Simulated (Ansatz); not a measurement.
## CsCl-type PbTe

Level of theory: DFT, PBE, scalar-relativistic, no spin polarisation; plane waves to 420 eV with PAW datasets (Ansatz 0.2.0), 8×8×8 k-mesh, Gaussian smearing of 0.05 eV; PAW files: Ansatz's generated set soft_2.

```
Pb Te
1.0
     4.00539    0.00000    0.00000
     0.00000    4.00539    0.00000
     0.00000    0.00000    4.00539
Pb Te
1 1
Direct
  0.00000 0.00000 0.00000
  0.50000 0.50000 0.50000
```

The start was a prototype's sites filled with these elements. The Crystallography Open Database lists the compound in space group Fm-3m (rock salt), so this is a trial structure.

The cell above was scaled in volume, its shape and atoms being fixed by the lattice's symmetry. Energies are counted from the cell above.

| V (Å³/atom) | ΔE (meV/atom) | P (GPa) |
| --- | --- | --- |
| 30.36 | 12.9 | 2.3 |
| 30.84 | 6.9 | 1.7 |
| 31.49 | 1.7 | 0.8 |
| 32.13 | 0.0 | 0.0 |
| 32.77 | 1.7 | -0.8 |
| 33.41 | ? | ? |
| 34.38 | 19.0 | -2.5 |
| 35.34 | 36.6 | -3.3 |

(1) Fill in the withheld row.

(2) What do the points give for the equilibrium volume, the bulk modulus and its pressure derivative (third-order Birch–Murnaghan)?

Answers:

(1) ΔE (meV/atom): 6.6, P (GPa): -1.6.

(2) V0 = 32.10 Å³/atom, B0 = 41 GPa, B0′ isn't fixed: the energies give 3.0, and a fit of the pressures differs by over 0.35.

B0·V0 = 40.9 GPa × 32.10 Å³ = 8.19 eV/atom sets the scale: near the minimum ΔE ≈ ½ B0 V0 x², with x = V/V0 − 1, and a pressure of 0.4 GPa squeezes the volume by about 1 %. At the ends of the curve: x = −5.4 % predicts 12.0 meV/atom and the run gives 12.9; x = +10.1 % predicts 41.7 meV/atom and the run gives 36.6. Compression costs more and expansion less than the parabola says, since the crystal stiffens as it shrinks; B0′ measures that.

For elements this heavy, spin–orbit coupling would shift levels and gaps; it isn't included here. A displaced or strained copy of the relaxed cell lay 0.7 meV/atom lower, so on this mesh the structure isn't a minimum; in a metal a finer mesh can change so small a difference.
